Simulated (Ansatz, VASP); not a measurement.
Na in VASP and in Ansatz

```
Na
1.0
    -1.94018    1.94018    2.52224
     1.94018   -1.94018    2.52224
     1.94018    1.94018   -2.52224
Na
1
Direct
  0.00000 0.00000 0.00000
```

Alike in both runs: task single point; functional LDA; k mesh 18 × 18 × 18; occupations gaussian, width 0.15 eV; no spin polarisation.

|  | VASP | Ansatz |
| --- | --- | --- |
| version | VASP 6.6.1 | Ansatz 0.2.0 |
| potentials or method | VASP PAW LDA potentials, release 64 (Na_pv) | scalar-relativistic, plane waves, PAW |
| plane-wave cutoff (eV) | 520 | 420 |
| valence electrons in the cell | 7 | 9 |

```tsv
	VASP	Ansatz	Ansatz less VASP
gap on the k mesh at the Fermi level (eV)	none	none	-
pressure (GPa)	-1.0	-0.9	+0.12
```

A gap of «none» marks a metal or a gap that the smearing closes. The two sets of potentials don't hold the same shells in valence.
